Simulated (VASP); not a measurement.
# CaO (P6_3/mmc) in VASP: further runs

The runs below take CaO through single point, with PBE.

All numbers are computed with VASP 6.6.1; they aren't measurements. Logs are shortened: lines on timing, memory, paths and dates and some standing lists are left out, and cuts for length are marked.

### Step 1. The structure

The structure is hexagonal, space group P6_3/mmc (No. 194). The conventional cell has a = 3.952 Å, b = 3.952 Å, c = 4.737 Å, α = 90.00°, β = 90.00°, γ = 120.00°. Ca (site symmetry -6m2) is surrounded by 5 O at 2.28 to 2.37 Å. O (site symmetry -6m2) has 5 Ca at 2.28 to 2.37 Å as nearest neighbours.

The cell comes from a database or a generator and needn't be the stable form of this composition.

### Step 2. Single point, PBE

INCAR

```
SYSTEM = CaO
PREC     = Accurate       ! precision mode
ENCUT    = 520            ! plane-wave cutoff, eV
EDIFF    = 1E-6           ! SCF threshold, eV
ISMEAR   = -1             ! smearing method
SIGMA    = 0.02           ! smearing width, eV
LREAL    = .FALSE.        ! projectors in reciprocal space
LASPH    = .TRUE.         ! aspherical terms in the spheres
NELM     = 100            ! most SCF steps
ALGO     = Normal         ! electronic algorithm
ISIF     = 2              ! what is computed and relaxed
LWAVE    = .FALSE.        ! write WAVECAR
LCHARG   = .TRUE.         ! write CHGCAR
GGA      = PE             ! functional
LELF     = .TRUE.         ! ELF
LVHAR    = .TRUE.       
NBANDS   = 24             ! bands
```

KPOINTS

```
Automatic mesh
0
G
  7 7 6
  0 0 0
```

POSCAR

```
CaO
1.0
    3.9516500793      0.0000000000      0.0000000000
   -1.9758250396      3.4222293555      0.0000000000
    0.0000000000      0.0000000000      4.7365049881
Ca O
2 2
Direct
    0.6666666667      0.3333333333      0.2500000000
    0.3333333333      0.6666666667      0.7500000000
    0.6666666667      0.3333333333      0.7500000000
    0.3333333333      0.6666666667      0.2500000000
```

Potentials or basis: VASP PAW PBE potentials, release 64 (Ca_sv, O).

Started as:

```bash
$ cat potpaw_PBE.64/Ca_sv/POTCAR potpaw_PBE.64/O/POTCAR > POTCAR
$ mpirun -np 1 vasp_std > vasp.out
```

OUTCAR:

```text
SYSTEM = CaO
   PREC = Accurate
   ENCUT = 520
   EDIFF = 1E-6
   ISMEAR = -1
   LREAL = .FALSE.
   LASPH = .TRUE.
   NELM = 100
   ISIF = 2
   GGA = PE

 ion  position               nearest neighbor table
   1  0.667  0.333  0.250-   4 2.28   4 2.28   4 2.28   3 2.37   3 2.37
   2  0.333  0.667  0.750-   3 2.28   3 2.28   3 2.28   4 2.37   4 2.37
   3  0.667  0.333  0.750-   2 2.28   2 2.28   2 2.28   1 2.37   1 2.37
   4  0.333  0.667  0.250-   1 2.28   1 2.28   1 2.28   2 2.37   2 2.37

  LATTYP: Found a hexagonal cell.
 ALAT       =     3.9516500793
 C/A-ratio  =     1.1986144757

  Lattice vectors:

 A1 = (   3.9516500793,   0.0000000000,   0.0000000000)
 A2 = (  -1.9758250396,   3.4222293555,   0.0000000000)
 A3 = (   0.0000000000,   0.0000000000,   4.7365049881)

Analysis of symmetry for initial positions (statically):
=====================================================================
 Subroutine PRICEL returns:
 Original cell was already a primitive cell.

 Routine SETGRP: Setting up the symmetry group for a
 hexagonal supercell.

 Subroutine GETGRP returns: Found 24 space group operations
 (whereof 12 operations were pure point group operations)
 out of a pool of 24 trial point group operations.

The static configuration has the point symmetry D_3d.
 The point group associated with its full space group is D_6h.

Analysis of symmetry for dynamics (positions and initial velocities):
=====================================================================
 Subroutine PRICEL returns:
 Original cell was already a primitive cell.

 Routine SETGRP: Setting up the symmetry group for a
 hexagonal supercell.

 Subroutine GETGRP returns: Found 24 space group operations
 (whereof 12 operations were pure point group operations)
 out of a pool of 24 trial point group operations.

The dynamic configuration has the point symmetry D_3d.
 The point group associated with its full space group is D_6h.

 Subroutine INISYM returns: Found 24 space group operations
 (whereof 12 operations are pure point group operations),
 and found     1 'primitive' translations

----------------------------------------------------------------------------------------

                                     Primitive cell

  volume of cell :      64.0539

  direct lattice vectors                    reciprocal lattice vectors
     3.951650079  0.000000000  0.000000000     0.253058844  0.146103592  0.000000000
    -1.975825040  3.422229355  0.000000000     0.000000000  0.292207183  0.000000000
     0.000000000  0.000000000  4.736504988     0.000000000  0.000000000  0.211126137

  length of vectors
     3.951650079  3.951650079  4.736504988     0.292207183  0.292207183  0.211126137

  position of ions in fractional coordinates (direct lattice)
     0.666666667  0.333333333  0.250000000
     0.333333333  0.666666667  0.750000000
     0.666666667  0.333333333  0.750000000
     0.333333333  0.666666667  0.250000000

  ion indices of the primitive-cell ions
   primitive index   ion index
                 1           1
                 2           2
                 3           3
                 4           4

----------------------------------------------------------------------------------------

 KPOINTS: Automatic mesh

Automatic generation of k-mesh.
 Grid dimensions read from file:
 generate k-points for:    7    7    6

 Generating k-lattice:

  Cartesian coordinates                     Fractional coordinates (reciprocal lattice)
     0.036151263  0.020871942  0.000000000     0.142857143 -0.000000000  0.000000000
     0.000000000  0.041743883  0.000000000     0.000000000  0.142857143  0.000000000
     0.000000000  0.000000000  0.035187689     0.000000000  0.000000000  0.166666667

  Length of vectors
     0.041743883  0.041743883  0.035187689

  Shift w.r.t. Gamma in fractional coordinates (k-lattice)
     0.000000000  0.000000000  0.000000000

 Subroutine IBZKPT returns following result:
 ===========================================

 Found     32 irreducible k-points:

 Following reciprocal coordinates:
            Coordinates               Weight
  0.000000  0.000000  0.000000      1.000000
  0.142857  0.000000  0.000000      6.000000
  0.285714  0.000000  0.000000      6.000000
  0.428571  0.000000  0.000000      6.000000
  0.142857  0.142857  0.000000      6.000000
  0.285714  0.142857  0.000000     12.000000
[... 16 lines left out ...]
  0.428571  0.142857  0.333333     12.000000
  0.285714  0.285714  0.333333     12.000000
 [... further k-points ...]
   k-points           NKPTS =     32   k-points in BZ     NKDIM =     32   number of bands    NBANDS=     24
   number of dos      NEDOS =    301   number of ions     NIONS =      4
   total plane-waves  NPLWV =  32400
   dimension x,y,z NGX =    30 NGY =   30 NGZ =   36
   dimension x,y,z NGXF=    60 NGYF=   60 NGZF=   72
   ions per type =               2   2
   NGX,Y,Z   is equivalent  to a cutoff of  12.62, 12.62, 12.64 a.u.
   NGXF,Y,Z  is equivalent  to a cutoff of  25.24, 25.24, 25.27 a.u.
 SYSTEM =  CaO
   PREC   = accura    normal or accurate (medium, high low for compatibility)
   ISTART =      0    job   : 0-new  1-cont  2-samecut
   ICHARG =      2    charge: 1-file 2-atom 10-const
   ISPIN  =      1    spin polarized calculation?
   LNONCOLLINEAR =      F non collinear calculations
   LSORBIT =      F    spin-orbit coupling
   LASPH  =      T    aspherical Exc in radial PAW
   ENCUT  =  520.0 eV  38.22 Ry    6.18 a.u.   7.35  7.35  8.81*2*pi/ulx,y,z
   NELM   =    100;   NELMIN=  2; NELMDL= -5     # of ELM steps
   EDIFF  = 0.1E-05   stopping-criterion for ELM
   LREAL  =      F    real-space projection
   EDIFFG = 0.1E-04   stopping-criterion for IOM
   NSW    =      0    number of steps for IOM
   IBRION =     -1    ionic relax: 0-MD 1-quasi-New 2-CG
   NFREE  =      0    steps in history (QN), initial steepest desc. (CG)
   ISIF   =      2    stress and relaxation
   ISYM   =      2    0-nonsym 1-usesym 2-fastsym
   POTIM  = 0.5000    time-step for ionic-motion
   TEBEG  =    0.0;   TEEND  =   0.0 temperature during run
   PSTRESS=    0.0 pullay stress
   NELECT =      32.0000    total number of electrons
   NUPDOWN=      -1.0000    fix difference up-down
   EMIN   =  10.00;   EMAX   =-10.00  energy-range for DOS
   EFERMI =   0.00;   METHOD = LEGACY
   ISMEAR =    -1;   SIGMA  =   0.02  broadening in eV -4-tet -1-fermi 0-gaus
   EFERMI_NEDOS =   21; number of points for ismear=-14 and -15
   IALGO  =     38    algorithm
   IMIX   =      4    mixing-type and parameters
     AMIX     =   0.40;   BMIX     =  1.00
     AMIX_MAG =   1.60;   BMIX_MAG =  1.00
  volume/ion in A,a.u.               =      16.01       108.06
  Fermi-wavevector in a.u.,A,eV,Ry     =   1.299001  2.454757 22.958535  1.687405
  Thomas-Fermi vector in A             =   2.430293
   LORBIT       =      0    0 simple, 1 ext, 2 COOP (PROOUT), +10 PAW based schemes
   GGA     = PE    functional components
[... 5 lines left out ...]
 non-spin polarized calculation
  energy-cutoff  :      520.00
  volume of cell :       64.05
 maximum number of plane-waves:      1751
 NGX is ok and might be reduce to    30
   NGX = 15   NGY = 15   NGZ = 17

 number of electron      31.9999983 magnetization

 Free energy of the ion-electron system (eV)
  ---------------------------------------------------
  ext. energy  EPLUGINS =         0.00000000
  ---------------------------------------------------
  free energy    TOTEN  =       -25.30709318 eV

  energy without entropy =      -25.30709318  energy(sigma->0) =      -25.30709318

 E-fermi :   1.9868     XC(G=0):  -9.5316

 val. band max:        1.4963203118   @ k =   0.0000   0.0000   0.0000
 cond. band min:       4.7641442586   @ k =   0.0000   0.0000   0.0000
 fundamental gap:      3.2678239469
 Fermi energy:         1.9867578080

 k-point     1 :       0.0000    0.0000    0.0000
  band No.  band energies     occupation
      1     -36.0327      2.00000
      2     -35.8836      2.00000
      3     -17.4105      2.00000
      4     -17.1397      2.00000
      5     -17.1397      2.00000
      6     -16.9234      2.00000
[... 16 lines left out ...]
     23      10.0775      0.00000
     24      10.2439      0.00000

 k-point     2 :       0.1429    0.0000    0.0000
  band No.  band energies     occupation
      1     -36.0234      2.00000
      2     -35.8873      2.00000
      3     -17.3804      2.00000
      4     -17.2392      2.00000
      5     -17.1589      2.00000
      6     -17.0451      2.00000
[... 16 lines left out ...]
     23       9.7153      0.00000
     24      10.0913      0.00000

 k-point     3 :       0.2857    0.0000    0.0000
  band No.  band energies     occupation
      1     -35.9994      2.00000
      2     -35.8986      2.00000
      3     -17.4438      2.00000
      4     -17.3001      2.00000
      5     -17.2806      2.00000
      6     -17.1989      2.00000
[... 16 lines left out ...]
     23       9.8316      0.00000
     24      10.0916      0.00000

 k-point     4 :       0.4286    0.0000    0.0000
  band No.  band energies     occupation
      1     -35.9731      2.00000
      2     -35.9146      2.00000
      3     -17.5938      2.00000
      4     -17.4421      2.00000
      5     -17.2287      2.00000
      6     -17.2062      2.00000
[... 16 lines left out ...]
     23      10.0554      0.00000
     24      10.2908      0.00000

 k-point     5 :       0.1429    0.1429    0.0000
  band No.  band energies     occupation
      1     -36.0066      2.00000
      2     -35.8949      2.00000
      3     -17.3740      2.00000
      4     -17.3248      2.00000
      5     -17.2509      2.00000
      6     -17.1678      2.00000
[... 451 lines left out ...]
 k-point    22 :       0.2857    0.1429    0.3333
  band No.  band energies     occupation
      1     -35.9616      2.00000
      2     -35.9265      2.00000
      3     -17.8079      2.00000
      4     -17.7310      2.00000
      5     -17.1706      2.00000
      6     -17.0126      2.00000
[... 16 lines left out ...]
     23      10.1220      0.00000
     24      10.1752      0.00000

 k-point    23 :       0.4286    0.1429    0.3333
  band No.  band energies     occupation
      1     -35.9513      2.00000
      2     -35.9315      2.00000
      3     -17.8646      2.00000
      4     -17.8080      2.00000
      5     -17.1897      2.00000
      6     -17.0214      2.00000
[... 16 lines left out ...]
     23      10.1472      0.00000
     24      10.2862      0.00000

 k-point    24 :       0.2857    0.2857    0.3333
  band No.  band energies     occupation
      1     -35.9476      2.00000
      2     -35.9338      2.00000
      3     -17.8549      2.00000
      4     -17.8254      2.00000
      5     -17.2222      2.00000
      6     -17.0421      2.00000
[... 16 lines left out ...]
     23      10.1130      0.00000
     24      10.2611      0.00000

 [... further k-points ...]

------------------------ aborting loop because EDIFF is reached ----------------------------------------

  FORCE on cell =-STRESS in cart. coord.  units (eV):
  Direction    XX          YY          ZZ          XY          YZ          ZX
  --------------------------------------------------------------------------------------
  -------------------------------------------------------------------------------------
  Total        1.6850858      1.6850858      1.9840893      0.0000000      0.0000000      0.0000000
  in kB       42.1489739     42.1489739     49.6279359      0.0000000      0.0000000      0.0000000
  external PRESSURE =      44.6419613 kB  Pullay stress =       0.0000000 kB

 VOLUME and BASIS-vectors are now :
 -----------------------------------------------------------------------------
  energy-cutoff  :      520.00
  volume of cell :       64.05
      direct lattice vectors                 reciprocal lattice vectors
     3.951650079  0.000000000  0.000000000     0.253058844  0.146103592  0.000000000
    -1.975825040  3.422229355  0.000000000     0.000000000  0.292207183  0.000000000
     0.000000000  0.000000000  4.736504988     0.000000000  0.000000000  0.211126137

 POSITION                                       TOTAL-FORCE (eV/Angst)
 -----------------------------------------------------------------------------------
      1.97583      1.14074      1.18413         0.000000     -0.000000      0.000000
     -0.00000      2.28149      3.55238        -0.000000     -0.000000      0.000000
      1.97583      1.14074      3.55238         0.000000      0.000000      0.000000
     -0.00000      2.28149      1.18413        -0.000000     -0.000000      0.000000
 -----------------------------------------------------------------------------------
    total drift:                                0.000000     -0.000000      0.000000

  FREE ENERGIE OF THE ION-ELECTRON SYSTEM (eV)
  ---------------------------------------------------
  free  energy   TOTEN  =       -25.3070931842 eV

  energy  without entropy=      -25.3070931842  energy(sigma->0) =      -25.30709318
```

Wall time 23 s (1 thread of Intel Xeon 6975P-C (Granite Rapids), shared host); peak memory 0.2 GiB.

What came out:

```yaml
Free_energy: -25.3071 eV
Pressure: 4.5 GPa
Band_gap_on_the_k_mesh: 3.27 eV, direct
```

Stress tensor (GPa, compression positive):
```
4.21 0.00 0.00
0.00 4.21 0.00
0.00 0.00 4.96
```

Caveat: an odd mesh through Γ misses points on the zone boundary, where band edges often lie.

### Step 3. Single point, PBE

This run uses another cell than the first one, of 16.51 Å³/atom, 1.031 times its volume.

INCAR

```
ALGO = Normal
EDIFF = 1E-6
ENCUT = 520
GGA = PE
ISIF = 2
ISMEAR = -1
LASPH = True
LCHARG = False
LREAL = False
LWAVE = False
NBANDS = 24
NELM = 100
PREC = Accurate
SIGMA = 0.02
```

KPOINTS

```
k-points
0
Gamma
  7 7 6
```

POSCAR

```
CaO
1.0
    3.9919758245      0.0000000000      0.0000000000
   -1.9959879122      3.4571524753      0.0000000000
    0.0000000000      0.0000000000      4.7848400100
Ca O
2 2
Direct
    0.6666666667      0.3333333333      0.2708993404
    0.3333333333      0.6666666667      0.7500000000
    0.6666666667      0.3333333333      0.7500000000
    0.3333333333      0.6666666667      0.2500000000
```

Potentials or basis: VASP PAW PBE potentials, release 64 (Ca_sv, O).

Started as:

```bash
$ cat potpaw_PBE.64/Ca_sv/POTCAR potpaw_PBE.64/O/POTCAR > POTCAR
$ mpirun -np 1 vasp_std > vasp.out
```

It took 28 s on 1 thread of Intel Xeon 6975P-C (Granite Rapids), shared host; peak memory 0.21 GiB.

It converged, with:

| Item | Value |
| --- | --- |
| Free energy | -25.3045 eV |
| Pressure | 1.8 GPa |
| Largest force | 0.829 eV/Å |
| Band gap on the k mesh | 3.17 eV, direct |

Forces in eV/Å, atoms in the order of the input:
```
Ca   0.000  0.000 -0.829
Ca   0.000  0.000  0.489
O    0.000  0.000  0.153
O    0.000  0.000  0.188
```

Stress tensor (GPa, compression positive):
```
1.43 0.00 0.00
0.00 1.43 0.00
0.00 0.00 2.41
```

Levels at points of the mesh, in eV from the valence-band top:
| k point | band 13 | band 14 | band 15 | band 16 | band 17 | band 18 | band 19 | band 20 |
| --- | --- | --- | --- | --- | --- | --- | --- | --- |
| (0.00, 0.00, 0.00) | -1.14 | -1.14 | -1.07 | 0.00 | 3.17 | 6.14 | 6.14 | 7.71 |
| (0.00, 0.00, 0.50) | -1.32 | -1.32 | -1.25 | -1.25 | 4.83 | 5.11 | 7.60 | 7.60 |

Caveat: an odd mesh through Γ misses points on the zone boundary, where band edges often lie.
